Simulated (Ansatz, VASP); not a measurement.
**Ge: VASP beside Ansatz**

```
Ge
1.0
     0.00000    2.06689    2.16131
     2.06689    0.00000    2.16131
     2.06689    2.06689    0.00000
Ge
1
Direct
  0.00000 0.00000 0.00000
```

Change from the starting cell: strain -0.015 along x and y, +0.030 along z, atoms carried along.

Alike in both runs: task single point; functional PBE; dispersion D3(BJ); k mesh 20 × 20 × 20; occupations gaussian, width 0.15 eV; no spin polarisation.

```csv
,VASP,Ansatz
version,VASP 6.6.1,Ansatz 0.2.0
potentials or method,"VASP PAW PBE potentials, release 64 (Ge_d)","scalar-relativistic, plane waves, PAW"
plane-wave cutoff (eV),520,420
valence electrons in the cell,14,14
```

|  | VASP | Ansatz | Ansatz less VASP |
| --- | --- | --- | --- |
| gap on the k mesh at the Fermi level (eV) | none | none | - |
| pressure (GPa) | 1.0 | 0.9 | -0.04 |
| largest component of the traceless stress (GPa) | 0.64 | 0.64 | +0.003 |

A gap of «none» marks a metal or a gap that the smearing closes.

Caveats: pairwise dispersion overbinds metals, which lowers pressure and volume.
